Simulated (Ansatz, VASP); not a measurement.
## One calculation of ZrS, two programs

```
Zr S
1.0
     0.00000    2.62500    2.62500
     2.62500    0.00000    2.62500
     2.62500    2.62500    0.00000
Zr S
1 1
Cartesian
  0.0000 0.0000 0.0000
  2.6250 2.6250 2.6250
```

Alike in both runs: task single point; functional LDA; k mesh 6 × 6 × 6; occupations gaussian, width 0.1 eV; no spin polarisation.

|  | VASP | Ansatz |
| --- | --- | --- |
| version | VASP 6.6.1 | Ansatz 0.2.0 |
| potentials or method | VASP PAW LDA potentials, release 64 (Zr_sv, S) | scalar-relativistic, plane waves, PAW |
| plane-wave cutoff (eV) | 520 | 420 |
| valence electrons in the cell | 18 | 18 |

```csv
,VASP,Ansatz,Ansatz less VASP
gap on the k mesh at the Fermi level (eV),none,none,-
pressure (GPa),-8.5,-8.8,-0.22
```

A gap of «none» marks a metal or a gap that the smearing closes.
